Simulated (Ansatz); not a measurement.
PtSe2 (Sudovikovite): single point with PBE

Crystal: PtSe2 (Sudovikovite).

```xyz
3
Lattice="3.7240 0.0000 0.0000 -1.8620 3.2251 0.0000 0.0000 0.0000 5.0620" Properties=species:S:1:pos:R:3 pbc="T T T"
Pt    0.0000    0.0000    0.0000
Se    1.8620    1.0750    3.7965
Se    0.0000    2.1501    1.2655
```

```json
{
  "Program": "Ansatz 0.2.0",
  "Task": "single point",
  "Functional": "PBE",
  "Potentials or basis": "Ansatz PAW",
  "Cutoff": "420 eV (not typed: the program's choice for these potentials)",
  "k mesh": "8 × 8 × 5",
  "Occupations": "gaussian, width 0.03 eV",
  "Spin": "no spin polarisation"
}
```

* Pressure: 7.3 GPa
* Largest force: 0.571 eV/Å
* Band gap on the k mesh: none (metal or under the smearing width)

Forces on the atoms (eV/Å):
```
Pt   0.000  0.000  0.000
Se   0.000  0.000 -0.571
Se   0.000  0.000  0.571
```

Stress tensor (GPa, compression positive):
```
7.90 0.00 0.00
0.00 7.90 0.00
0.00 0.00 6.17
```

Levels at points of the mesh, in eV from the Fermi level:
```
            k point  band 21  band 22  band 23  band 24  band 25  band 26  band 27  band 28  band 29  band 30
 (0.00, 0.00, 0.00)    -4.14    -2.69    -1.16    -1.16     0.32     1.37     1.37     3.52     4.13     7.21
(0.00, -0.50, 0.00)    -3.81    -3.64    -3.62    -3.54    -3.08     0.58     2.26     4.70     5.75     7.02
```

Run time: 8.7 s on 2 threads of Intel(R) Xeon(R) Processor @ 2.50GHz (Skylake/Cascade Lake) (shared host), peak memory 0.4 GiB.

The run has no spin-orbit coupling, so splittings on Pt are missing.
